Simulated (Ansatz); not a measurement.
**Mechanical response of NbC (Fm-3m)**

```
Nb C
1.0
     0.00000    2.22505    2.22505
     2.22505    0.00000    2.22505
     2.22505    2.22505    0.00000
Nb C
1 1
Direct
  0.00000 0.00000 0.00000
  0.50000 0.50000 0.50000
```

Conventional cell: a = 4.450 Å, b = 4.450 Å, c = 4.450 Å, α = 90.00°, β = 90.00°, γ = 90.00°. Nb (atom 1) is surrounded by 6 C at 2.23 Å. C (atom 2) is surrounded by 6 Nb at 2.23 Å.

Level of theory, where no other is named: PBEsol, PAW on Ansatz 0.2.0's default frozen-core files (fitted under PBE), scalar-relativistic. k mesh 16×16×16, Fermi-Dirac smearing of 0.080 eV, cutoff 420 eV. The cell was relaxed by PAW under this functional.

The cell is cubic and carries a residual pressure of 0.00 GPa at this level. Each strain component that symmetry leaves independent is applied at ±0.008 and ±0.016, the ions relax wherever a strain frees them, and the stress (tension positive, GPa) is read. Shears are engineering strains, γ = 2ε.

| strain | size | σxx | σyy | σzz | σyz | σxz | σxy |
| --- | --- | --- | --- | --- | --- | --- | --- |
| xx | -0.016 | -12.5326 | -2.0149 | -2.0149 | 0.0000 | 0.0000 | 0.0000 |
| xx | -0.008 | -5.9995 | -0.9866 | -0.9866 | 0.0000 | 0.0000 | 0.0000 |
| xx | +0.008 | 5.5037 | 0.9487 | 0.9487 | 0.0000 | 0.0000 | 0.0000 |
| xx | +0.016 | 10.5342 | 1.8602 | 1.8602 | 0.0000 | 0.0000 | 0.0000 |
| yz | -0.016 | -0.0033 | -0.0379 | -0.0379 | -2.8566 | 0.0000 | 0.0000 |
| yz | -0.008 | -0.0004 | -0.0087 | -0.0087 | -1.4297 | 0.0000 | 0.0000 |
| yz | +0.008 | -0.0004 | -0.0087 | -0.0087 | 1.4297 | 0.0000 | 0.0000 |
| yz | +0.016 | -0.0033 | -0.0379 | -0.0379 | 2.8566 | 0.0000 | 0.0000 |

The slope is [8(σ(+δ) − σ(−δ)) − (σ(+2δ) − σ(−2δ))]/(12δ), and the program imposes the crystal's symmetry on the matrix.

What are the independent elastic constants?

C11 = 718.3, C12 = 120.9, C44 = 178.8 GPa.

Do they meet the Born conditions?

C11 − C12 = 597.4, C11 + 2C12 = 960.1 and C44 = 178.8 GPa must all be positive, so the crystal is elastically stable; that says nothing yet of its phonons.

What moduli does a random aggregate of grains have?

B = (C11 + 2C12)/3 = 320.0 GPa. G_V = (C11 − C12 + 3C44)/5 = 226.7 and G_R = 5(C11 − C12)C44/(4C44 + 3(C11 − C12)) = 213.0, so G_H = 219.9 GPa. Then E = 9BG/(3B + G) = 536.7 GPa, ν = (3B − 2G)/(6B + 2G) = 0.221 and B/G = 1.46, on the brittle side of Pugh's 1.75 (a rule of thumb).

With the density of 7.908 g/cm³, how fast does sound travel, and what Debye temperature follows?

| direction | slow (m/s) | middle (m/s) | fast (m/s) |
| --- | --- | --- | --- |
| [100] | 4755 | 4755 | 9531 |
| [110] | 4755 | 6146 | 8699 |
| [111] | 5720 | 5720 | 8403 |

The mean of v⁻³ over directions and branches gives v_m = 5797 m/s and θ_D = (ħ/k_B) v_m (6π²n)^(1/3) = 776 K, n being atoms per volume. Young's modulus spans 452 to 683 GPa over directions, and the universal anisotropy index is 0.32.

Known limits: frozen-core PAW files fitted under PBE, their cores solved anew for the functional of the run; responses of metals move with mesh and smearing.
